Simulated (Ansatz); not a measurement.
## BaTiO$_{3}$: reading a single point

```yaml
crystal:
  lattice:
    - [8.00974, 0.00000, 0.00000]
    - [0.01125, 4.00485, 0.00000]
    - [0.01125, 0.01122, 4.00484]
  atoms:
    - { symbol: Ba, position: [0.00000, 0.00000, 0.00000] }
    - { symbol: Ba, position: [0.50000, 0.00000, 0.00000] }
    - { symbol: Ti, position: [0.24360, 0.48720, 0.48720] }
    - { symbol: Ti, position: [0.74360, 0.48720, 0.48720] }
    - { symbol: O, position: [0.25545, 0.51090, 0.01930] }
    - { symbol: O, position: [0.75545, 0.51090, 0.01930] }
    - { symbol: O, position: [0.00965, 0.51090, 0.51090] }
    - { symbol: O, position: [0.50965, 0.51090, 0.51090] }
    - { symbol: O, position: [0.25545, 0.01930, 0.51090] }
    - { symbol: O, position: [0.75545, 0.01930, 0.51090] }
```

Method: r2SCAN, with U_eff = 2.45 eV on Ti d (all-electron-ortho-atomic projectors), no spin polarisation; PAW, plane waves to 500 eV, 3×6×6 Γ-centred mesh, fermi-dirac occupations (width 0.1 eV) (Ansatz 0.2.0), atoms fixed.

(1) Which element gives electrons and which takes them?

(2) What does the stress say?

(3) Describe some of the short contacts.

(4) What is the character of the valence top and the conduction bottom?

(5) Where is the largest force?

(6) Is there a gap, and of what kind?

Origin: a database entry at a rescaled volume.

Answers

(1) Bader charges in e: Ba +1.57, Ti +2.37, O -1.31. In the mean Ti gives up most and O takes most.

(2) The pressure is 2.5 GPa (compression positive), so with the atoms held at these fractions the cell would first expand.

(3) Ti–O at 1.88 Å: least valence density 0.87 e/Å³ and ELF 0.24 there. Ba–O at 2.77 Å: least valence density 0.19 e/Å³ and ELF 0.09 there, a closed-shell (ionic or weak) contact. These are pseudo-fields; inside the PAW spheres they differ from the all-electron ones.

(4) Within 0.7 eV of the edges, the states project mainly on O p (94 %) below the gap and on Ti d (87 %) above it.

(5) The largest is on Ti3 (and as large on other atoms): 0.28 eV/Å, components (0.16, 0.16, 0.16). It makes 121° with the line to a nearest neighbour, O5 at 1.88 Å.

(6) The gap is 3.03 eV, indirect (the least direct gap found is 3.22 eV). A semilocal functional usually gives too small a gap.
